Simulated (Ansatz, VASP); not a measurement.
## Two plane-wave programs on La

```
La
1.0
     0.00000    2.57764    2.57764
     2.57764    0.00000    2.57764
     2.57764    2.57764    0.00000
La
1
Direct
  0.00000 0.00000 0.00000
```

This isn't the form of La at room conditions, which is double hcp.

Alike in both runs: task single point; functional PBE; k mesh 8 × 8 × 8; no spin polarisation.

|  | VASP | Ansatz |
| --- | --- | --- |
| version | VASP 6.6.1 | Ansatz 0.2.0 |
| potentials or method | VASP PAW PBE potentials, release 64 (La) | plane waves, PAW |
| plane-wave cutoff (eV) | 520 | 500 |
| occupations | fermi-dirac, width 0.1 eV | fermi-dirac |
| valence electrons in the cell | 11 | 11 |

```csv
,VASP,Ansatz,Ansatz less VASP
pressure (GPa),1.8,1.8,-0.03
```

Ansatz warned: «stress_scf_threshold_loose».

The runs have no spin-orbit coupling, so splittings on La are missing.
